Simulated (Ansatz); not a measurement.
**CaF2 (Fluorite): equation of state with r2SCAN**

Crystal: CaF2 (Fluorite).

```
CELL_PARAMETERS angstrom
0.00000 2.73100 2.73100
2.73100 0.00000 2.73100
2.73100 2.73100 0.00000
ATOMIC_POSITIONS crystal
Ca 0.00000 0.00000 0.00000
F 0.75000 0.75000 0.75000
F 0.25000 0.25000 0.25000
```

```json
{
 "Program": "Ansatz 0.2.0",
 "Task": "equation of state",
 "Functional": "r2SCAN",
 "Potentials or basis": "Ansatz PAW",
 "Cutoff": "500 eV",
 "Density cutoff": "2000 eV",
 "k mesh": "8 × 8 × 8",
 "Occupations": "fermi-dirac, width 0.05 eV",
 "Spin": "no spin polarisation"
}
```

The equilibrium volume is 13.41 Å³/atom. The bulk modulus is 90 GPa. The pressure derivative of the bulk modulus is 4.5.

Energy against volume, from the lowest point:
```
volume (Å³/atom)  energy (meV/atom)
          12.764               9.28
          13.036               2.84
          13.308               0.00
          13.579               0.35
          13.851               3.59
          14.122               9.39
          14.394              17.48
```

All runs of the series together: 7.6 s on 2 threads of Intel(R) Xeon(R) Platinum 8488C (Sapphire Rapids) (shared host).

Caveat: the PAW data sets were made with another functional, which shifts forces and pressure a little.
